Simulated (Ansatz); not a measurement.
The system is SrCl2.

```xyz
3
Lattice="0.0000 3.4884 3.4884 3.4884 0.0000 3.4884 3.4884 3.4884 0.0000" Properties=species:S:1:pos:R:3 pbc="T T T"
Sr    0.0000    0.0000    0.0000
Cl    5.2325    5.2325    5.2325
Cl    1.7442    1.7442    1.7442
```

Base run:

```yaml
Program: Ansatz 0.2.0
Functional: LDA
Potentials_or_basis: Ansatz PAW
Cutoff: 420 eV
Density_cutoff: 1680 eV
k_mesh: 6 × 6 × 6
Occupations: fixed
Spin: no spin polarisation
```

Its results: band gap on the k mesh 4.88 eV, indirect (least direct gap 5.16 eV); pressure -2.8 GPa.

Q: After a change of settings the same cell gave: band gap on the k mesh 5.97 eV, indirect (least direct gap 5.99 eV); pressure 0.3 GPa. Which change was it?
A. k mesh from 6 × 6 × 6 to 7 × 7 × 7; occupations from fixed to fermi-dirac, width 0.05 eV; potential files from those of the base run to others of the same set
B. functional from LDA to PBEsol; level from lda to pbesol
C. functional from LDA to r2SCAN; cutoff from 420 eV to 500 eV; density cutoff from 1680 eV to 2000 eV; level from lda to r2scan

A: C.

Caveats: the PAW data sets come from PBE, with cores solved anew for the run's functional, which leaves a small shift of forces and pressure.

Not every run made on this cell is shown here.
